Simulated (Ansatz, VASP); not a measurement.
# Cross-check of Si53BC54 (B_Si) between VASP and Ansatz

One calculation is typed for both programs; each brings its own data sets. How far apart do they land? The cell is taken from a series of runs on this material, whose earlier steps may have relaxed, scaled, displaced or heated it; both programs get it as it stands.

Main program and level: Ansatz 0.2.0; plane waves, with VASP 6.6.1 beside it; single point at r2SCAN.

**1. Starting point**

The cell holds 108 atoms: 53 Si, 54 C and 1 B. Cell: a = 9.236 Å, b = 9.236 Å, c = 15.108 Å, α = 90.0°, β = 90.0°, γ = 120.0°. It derives from SiC (SiC (P6_3mc)). Nearest the centre at fractional (0.667, 0.667, 0.500): B108 at 0.34 Å, C82 at 1.74 Å, C106 at 1.74 Å, C103 at 1.75 Å, C88 at 2.07 Å, Si32 at 3.03 Å, Si51 at 3.04 Å, Si5 at 3.04 Å.

**2. Ansatz: single point, r2SCAN**

Ansatz runs on its PAW soft_1 files.

A single point gives forces, pressure and levels at one fixed geometry, so differences don't come from the geometry; what else differs is listed under the comparison.

Contents of input.yaml:

```yaml
crystal:
  checkpoint: "../qp1.relax.run"
  host: checkpoint
basis:
  ecutwfc: 500
  xc_grid: 2
hamiltonian:
  xc: r2scan
  pseudopotentials: { kind: paw, azcp: { folder: soft_1 } }
kpoints:
  mp_grid: { grid: [2, 2, 2], shift: [0.5, 0.5, 0.5] }
scf:
  occupations: { method: fermi_dirac, width: 0.01 }
  max_iter: 100
output:
  forces: true
  eigenvalues: true
  charged_corrections: { defect_position: [0.666667, 0.666667, 0.499722] }
checkpoint:
  read: "../qp1.relax.run"
  write: "../qp1.point_neutral.run"
  compress: false
  write_wavefunctions: false
  write_every: 100000
magnetization:
  spin_polarized: true
  initial_magnetization: 1
  spin_locking: { lock_magnetization: hard }
```

Command:

```console
ansatz run input.yaml --threads 4 --pin off --max-ram 15073MiB --backend cpu --events-out ev --progress --plain --runs-dir out
```

Numbers of over 12 decimals in the logs are rounded to 6 here.

Log:

```text
Warning: This run holds its total moment fixed (magnetization.spin_locking.lock_magnetization: hard) and mixes its density by anderson or broyden (scf.mixing.algorithm, typed or taken by auto). Slabs with a fixed moment have converged under broyden above another state at the same moment, at the default mixing steps and at smaller ones, and under scf.lower_state_search: standard, light or off a state that such a mixer [...]
checkpoint.read: neither the saved density nor the saved orbitals are used: the state is of another total charge, and does not settle where this run's electrons and spins go. The run starts from its atoms. Which states do: the manual's quickstart, A charge series.
crystal.checkpoint: the structure is that of <dir>, a `relax` run, at its step 16: its result, under r2scan at a charge of 1 e; 108 atoms read, 0 with a starting moment; this deck's charge is 0 e; no density is read with it (checkpoint.read); crystal.structure_sha256 for this input is
Engine: ansatz 0.2.0, aarch64-unknown-linux-gnu
Pseudopotentials: kind: paw
Pseudopotential: Si, paw, valence charge 4, recommended cutoff 500 eV (meta_gga), soft_1/Si.paw.azcp
Pseudopotential: C, paw, valence charge 4, recommended cutoff 500 eV (meta_gga), soft_1/C.paw.azcp
Pseudopotential: B, paw, valence charge 3, recommended cutoff 500 eV (meta_gga), soft_1/B.paw.azcp
Functional definition: r2SCAN
  parameter k0 = 0.174
  parameter k1 = 0.065
  parameter a1 = 4.9479
  exchange = r2scan_x(k0 = k0, k1 = k1, a1 = a1)
  correlation = r2scan_c
Crystal: 108 atoms, lattice volume = 1116.095 Å³
Basis set: ecut = 500 eV, 28399 PW (Γ), exchange–correlation on 144×144×240 points (8 copies of the dense FFT grid, shifted against one another)
Bands: 324, of which v1, the nominal top of the filled ones, is band 216 counted from 1 (215 counted from 0)
Symmetry: 1 space group operations
Space group: P1 (ITA 1), of the structure as read, at distance tolerance 1.0e-4 Å
Magnetic group: BNS 1.1 (UNI 1), of the structure as read, at distance tolerance 1.0e-4 Å
k-points: 4 of 8 (time reversal used)
Non-local potential: Si, projectors of the file, l = 0: 2, l = 1: 2, l = 2: 1
Non-local potential: C, projectors of the file, l = 0: 2, l = 1: 2, l = 2: 1
Non-local potential: B, projectors of the file, l = 0: 2, l = 1: 2, l = 2: 1
PAW form: soft (Blöchl's): semilocal exchange-correlation on the pseudo side does not see the compensation charge
PAW frozen core: Si, regenerated for the run's functional (the file was generated under x = pbe(κ = 0.804, μ = 0.219515), c = pbe(β = 0.066725))
PAW frozen core: C, regenerated for the run's functional (the file was generated under x = pbe(κ = 0.804, μ = 0.219515), c = pbe(β = 0.066725))
PAW frozen core: B, regenerated for the run's functional (the file was generated under x = pbe(κ = 0.804, μ = 0.219515), c = pbe(β = 0.066725))
PAW one-centre angular grid: Si, 302 points (default); XC on 160 Gauss nodes
PAW one-centre angular grid: C, 302 points (default); XC on 219 of its mesh's 2255 points in the sphere
PAW one-centre angular grid: B, 302 points (default); XC on 223 of its mesh's 2233 points in the sphere
Initial density: superposition of atomic densities (chi_scale 0.1, normalization cell)
Starting moments: Σ|m| = 1 μB on 108 of 108 sites
Initial wavefunctions: pseudopotential atomic-orbital guess
Functional: x = r2scan, c = r2scan; τ floored in thin density (d = 2e-4 eV/Å³)
SCF iter   1: F=—  HF=-47718.487885 eV  |F-HF|=—  |Δ(HF+E_count)|=         —  Δρ=7.21e-2 (↑7.21e-2 ↓7.19e-2)  dr2=2.84e2  dr2_τ=7.47e0  dr2_m=1.84e-1  M=1.000 μB ∫|m|=1.017 μB  β_m=1.20  ethr=3.10e-3  ⟨swp⟩=6.0  Hψ=11950  notcnv=0  defer=549
preconditioner: auto → Resta (q_TF=auto, 2.328 Å⁻¹)  ε∞=3.9  [insulator: Δε(μ)=0.880 eV  Ē_g=13.571 eV  σ=0.010 eV  W_gap=1.00  n_scr=244 (ndim 8)  ℏωp=23.1 eV  f_vac=0.000  D(μ)=0.00/eV (n_scr^D=0)  ε∞_Penn≈3.9]
spin=Collinear: Resta preconditioning applied to the charge; magnetization (m = ρ↑ − ρ↓) channel mixes plain (no charge-response kernel on spin).
SCF iter   2: F=—  HF=-47662.549348 eV  |F-HF|=—  |Δ(HF+E_count)|=    5.59e1  Δρ=4.20e-2 (↑4.20e-2 ↓4.20e-2)  dr2=9.41e1  dr2_τ=3.83e-1  dr2_m=3.01e-3  M=1.000 μB ∫|m|=1.145 μB  β_m=1.20  ethr=3.10e-3  ⟨swp⟩=3.0  Hψ=4780  notcnv=0  defer=824  κ⁻¹=1.0e0(r=1)
[...]
k-point 2 ↑: bands = [... 212 lower, 8.9487, 9.0398, 9.2415, 9.2708, 11.9653, 12.1141, 12.5919, 12.5970, ... 104 higher]
  k-point 3 ↓: bands = [... 212 lower, 9.0484, 9.1014, 9.2867, 10.2840, 11.9330, 12.1712, 12.6424, 12.6511, ... 104 higher]
```

**3. VASP: single point, r2SCAN**

The same cell, functional, mesh and smearing now go to VASP, with its own data sets.

Lines of VASP's logs that name or quote its potential files are left out, and so is its time.

Contents of INCAR:

```
SYSTEM = Si53BC54
PREC = Accurate
ENCUT = 580
EDIFF = 1E-06
NELM = 200
ISMEAR = -1
SIGMA = 0.01
LREAL = Auto
ALGO = Normal
METAGGA = R2SCAN
LASPH = .TRUE.
NBANDS = 291
ISPIN = 2
MAGMOM = 0 -0 -0 0 -0 -0 -0 -0 -0 -0 0 0 -0 0 -0 0 0.01 -0 -0 0 -0 0 -0 0 -0 0 -0 -0 -0 -0 0 0 -0 0 -0 0 -0 -0 -0 -0 -0 0 -0 -0 0 0 0.01 -0 -0 0 -0 -0 0 0 0 0 0 0 0 0 0 -0 0 0 0 0 0 0 0 0.04 0 0 -0 0 0 0.04 0 0 0 0 0 0.03 0 0 0 0.03 0 0.34 -0 0 0 -0 0 0 0 0 0 -0 0 0 0 0 0.02 0 0 0.03 0 0
LORBIT = 11
LWAVE = .FALSE.
LCHARG = .FALSE.
ISIF = 2
ISYM = 0
NUPDOWN = 1
GGA_COMPAT = .FALSE.
LMIXTAU = .TRUE.
```

Contents of POSCAR:

```
Si53BC54
1.0
    9.2359949282      0.0000000000      0.0000000000
   -4.6179974641      7.9986062370      0.0000000000
    0.0000000000      0.0000000000     15.1078644027
Si C B
53 54 1
Direct
    0.1117704879      0.2208860350      0.8331578963
    0.2220639294      0.1116620736      0.3325525909
[... 2 atom lines left out ...]
    0.9959824356      0.9963754703      0.4984060849
[... 2 atom lines left out ...]
    0.2216127234      0.4442227749      0.3322396487
    0.2224976776      0.4437304198      0.6667017073
[... 7 atom lines left out ...]
    0.9967936763      0.6642085938      0.4986552208
[... 5 atom lines left out ...]
    0.3324113372      0.0007879884      0.4989896966
[... 2 atom lines left out ...]
    0.5550220070      0.4453929588      0.3340138662
    0.5589445792      0.4474520255      0.6644369892
[... 1 atom line left out ...]
    0.3368108403      0.3370987041      0.4984201383
[... 2 atom lines left out ...]
    0.5572780280      0.7765137021      0.3361663496
    0.5571449696      0.7757431359      0.6679206846
[... 1 atom line left out ...]
    0.3299368588      0.6630661182      0.4984356368
[... 2 atom lines left out ...]
    0.8893823592      0.1120640565      0.3323005156
    0.8892003358      0.1104389452      0.6666626359
[... 1 atom line left out ...]
    0.6699882970      0.0034156158      0.4984809457
[... 2 atom lines left out ...]
    0.8887907387      0.4448510757      0.3321899645
    0.8893435163      0.4435701825      0.6669008539
[... 1 atom line left out ...]
    0.6688159162      0.3363383516      0.4986053205
[... 2 atom lines left out ...]
    0.8884020643      0.7786622398      0.3341356799
    0.8855205941      0.7739365403      0.6644773699
[... 3 atom lines left out ...]
    0.9998722997      0.0011921846      0.3739059561
[... 2 atom lines left out ...]
    0.2212958136      0.1118268960      0.5408737389
[... 5 atom lines left out ...]
    0.2218592729      0.4442543449      0.5418077995
[... 2 atom lines left out ...]
    0.9998800286      0.6670127083      0.3743799039
    0.1093914802      0.8874493157      0.7065533567
[... 1 atom line left out ...]
    0.2200398829      0.7791570728      0.5417840403
[... 3 atom lines left out ...]
    0.4453694383      0.2235202978      0.7065503032
[... 1 atom line left out ...]
    0.5540177149      0.1134050421      0.5417895446
[... 2 atom lines left out ...]
    0.3325888696      0.3337854886      0.3739877871
    0.4448034334      0.5544302894      0.7080502173
    0.5560231473      0.4450345081      0.2090797242
    0.5645189422      0.4615708348      0.5382856084
[... 2 atom lines left out ...]
    0.3327177981      0.6664714321      0.3745628848
    0.4439372471      0.8889869585      0.7078810679
    0.5564375905      0.7765959074      0.2104375380
    0.5450084817      0.7884234476      0.5452818515
[... 2 atom lines left out ...]
    0.6671331675      0.0009980799      0.3745614981
[... 2 atom lines left out ...]
    0.8889267483      0.1114325111      0.5417642725
[... 2 atom lines left out ...]
    0.6667715837      0.3337830067      0.3743960300
    0.7784860175      0.5543730662      0.7081403505
[... 1 atom line left out ...]
    0.8890595912      0.4442453206      0.5417807210
[... 2 atom lines left out ...]
    0.6685460116      0.6651254249      0.3838587544
    0.7784971664      0.8880922069      0.7080455705
    0.8878795251      0.7770121028      0.2090312676
    0.8718477100      0.7689554307      0.5382275902
[... 1 atom line left out ...]
    0.6864246353      0.6466931905      0.4917486487
```

Contents of KPOINTS:

```
Points of the shifted mesh
8
Reciprocal
 0.2500000000  0.2500000000  0.2500000000 1
 0.2500000000  0.2500000000  0.7500000000 1
 0.2500000000  0.7500000000  0.2500000000 1
 0.2500000000  0.7500000000  0.7500000000 1
 0.7500000000  0.2500000000  0.2500000000 1
 0.7500000000  0.2500000000  0.7500000000 1
 0.7500000000  0.7500000000  0.2500000000 1
 0.7500000000  0.7500000000  0.7500000000 1
```

Potentials, in the order of the species: Si, C and B (PBE family, release 64).

Command:

```console
export OMP_NUM_THREADS=3
mpirun -np 1 vasp_std
```

Log:

```text
[banner, memory and clock lines left out]
running    1 mpi-ranks, on    1 nodes
[...]
Offloading initialized ...    1 GPUs detected
[...]
|                                                                             |
|               ----> ADVICE to this user running VASP <----                  |
|                                                                             |
|     You enforced a specific xc type in the INCAR file but a different       |
|     [... a line on the potential file left out ...]
|     I HOPE YOU KNOW WHAT YOU ARE DOING!                                     |
|                                                                             |

 LDA part: xc-table for (None), standard interpolation
 POSCAR, INCAR and KPOINTS ok, starting setup
[...]
entering main loop
       N       E                     dE             d eps       ncg     rms          rms(c)
DAV:   1     0.121925894274E+04    0.12193E+04   -0.21706E+05  9312   0.151E+03
DAV:   2    -0.103241896074E+04   -0.22517E+04   -0.21230E+04 11360   0.257E+02
DAV:   3    -0.119570749777E+04   -0.16329E+03   -0.16138E+03 11360   0.640E+01
DAV:   4    -0.119950944737E+04   -0.38019E+01   -0.37842E+01 11240   0.106E+01
[...]
DAV:  15    -0.103948532322E+04   -0.20773E-05   -0.98469E-06 10864   0.599E-03    0.107E-02
DAV:  16    -0.103948531984E+04    0.33831E-05   -0.15595E-06  6848   0.289E-03    0.348E-03
DAV:  17    -0.103948531957E+04    0.26510E-06   -0.40442E-07  5896   0.141E-03
   1 F= -.10394853E+04 E0= -.10394853E+04  d E =-.163440E-12  mag=     0.9983
```

OUTCAR, selected parts (step 3):

```text
  FREE ENERGIE OF THE ION-ELECTRON SYSTEM (eV)
  ---------------------------------------------------
  free  energy   TOTEN  =     -1039.4853195743 eV

  energy  without entropy=    -1039.4853195743  energy(sigma->0) =    -1039.48531957

 magnetization (x)
# of ion       s       p       d       tot
------------------------------------------
    1       -0.000  -0.000   0.000  -0.000
    2       -0.000  -0.000   0.000  -0.000
    3       -0.000  -0.000   0.000  -0.000
    4       -0.000   0.000   0.000   0.000
    5       -0.000  -0.000   0.000  -0.000
    6       -0.000  -0.000   0.000  -0.000
    7       -0.000  -0.000   0.000  -0.000
    8       -0.000  -0.000   0.000  -0.000
    9       -0.000  -0.000   0.000  -0.000
   10       -0.000   0.000   0.000  -0.000
   11       -0.000   0.000   0.000   0.000
   12       -0.000   0.000   0.000   0.000
   13       -0.000  -0.000   0.000  -0.000
[...]
--------------------------------------------------
tot          0.041   0.495   0.000   0.536
```

The gap is read on the k-mesh alone, so it is an upper bound where the band edges lie off the mesh.

**4. Side by side**

Known differences besides the potentials themselves: VASP starts from the moments at which Ansatz ended; VASP keeps PBE cores, Ansatz makes them for the functional; the cutoff is 500 eV in Ansatz and 580 eV in VASP (PREC = Accurate, projectors in real space); site moments are counted in spheres of each program's own size. Total energies have different zeros and are not compared.

The two programs side by side:

| quantity | Ansatz | VASP | difference |
| --- | --- | --- | --- |
| total moment, fixed by the input (μB) | 1.00 | 1.00 | 0.00 |
| moment on C88 (μB) | 0.34 | 0.32 | +0.02 |

Forces on 10 of the 108 atoms, those with the largest forces and the largest differences (eV/Å; atoms numbered as in POSCAR):

| atom | Ansatz x, y, z | VASP x, y, z |
| --- | --- | --- |
| Si17 | -0.100, 0.341, 0.318 | -0.094, 0.335, 0.315 |
| Si31 | -0.119, 0.084, -0.380 | -0.115, 0.085, -0.377 |
| Si33 | -0.396, 0.247, -0.238 | -0.391, 0.242, -0.229 |
| Si35 | -0.081, 0.473, 0.413 | -0.085, 0.464, 0.407 |
| Si41 | -0.420, -0.150, 0.397 | -0.416, -0.144, 0.389 |
| Si47 | -0.302, -0.032, 0.339 | -0.296, -0.033, 0.335 |
| C70 | -0.007, -0.300, -0.244 | -0.005, -0.299, -0.242 |
| C88 | 0.093, -0.081, -0.124 | 0.065, -0.065, -0.110 |
| C103 | 0.096, -0.065, -0.349 | 0.087, -0.061, -0.364 |
| B108 | -0.035, 0.052, 0.248 | -0.011, 0.039, 0.242 |

The forces differ by 3.9 meV/Å r.m.s., which is 3.1 % of the r.m.s. force of 0.125 eV/Å (both taken over all components).

**5. Summary of results**

| Quantity | Value |
| --- | --- |
| r.m.s. force difference (single point, r2SCAN) | 3.9 meV/Å |

**Reading.** The r.m.s. force difference is 3.9 meV/Å (single point, r2SCAN), within the 12 meV/Å picked in this series as the mark of a large difference. How closely two codes agree says nothing of how well the functional describes the real material.

[Lines on the potential files, build, host, timing and source positions are cut from VASP's logs without a mark.]

[Logs are printed without paths, hosts, clocks, repeated set-up lines and the standing remarks that a program may print on its own settings, such as how far it seeks lower states.]

[Hosts, paths, dates, database ids (printed as entryN), source tags and the programs' standing remarks are cut or masked in the printed files.]
